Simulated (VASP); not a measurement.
Wanted: the native input for a VASP 6.6.1 run.

```yaml
Task: single point
Functional: PBE
Potentials_or_basis: VASP PAW PBE potentials, release 64 (Pb_d, Te)
Cutoff: 520 eV
k_mesh: 7 × 7 × 7
Occupations: fermi-dirac, width 0.05 eV
Spin: no spin polarisation
Dipole_correction: no
Further_INCAR_settings: ALGO = Fast; EDIFF = 1e-06; NBANDS = 17
```

The structure of TePb lies in POSCAR:

```
TePb
1.0
    0.0000000000      3.2523979746      3.2523979746
    3.2523979746      0.0000000000      3.2523979746
    3.2523979746      3.2523979746      0.0000000000
Pb Te
1 1
Direct
    0.0000000000      0.0000000000      0.0000000000
    0.5000000000      0.5000000000      0.5000000000
```

The cell isn't the ideal one: volume scaled by 1.02.

The input as run:

INCAR

```
SYSTEM = TePb
PREC = Accurate
ENCUT = 520
EDIFF = 1E-6
ISMEAR = -1
SIGMA = 0.05
LREAL = .False.
LASPH = .True.
NELM = 80
ALGO = Fast
ISIF = 2
LWAVE = .False.
LCHARG = .False.
GGA = PE
NBANDS = 17
```

KPOINTS

```
Automatic mesh
0
Gamma
  7 7 7
  0 0 0
```

Potentials or basis: VASP PAW PBE potentials, release 64 (Pb_d, Te).

The run is started by

```bash
$ cat potpaw_PBE.64/Pb_d/POTCAR potpaw_PBE.64/Te/POTCAR > POTCAR
$ mpirun -np 1 vasp_std > vasp.out
```

It gave:

* Pressure: 1.2 GPa

Wall time 12 s on 1 thread of Intel(R) Xeon(R) 6975P-C (Granite Rapids), on a shared host, peak memory 0.2 GiB.
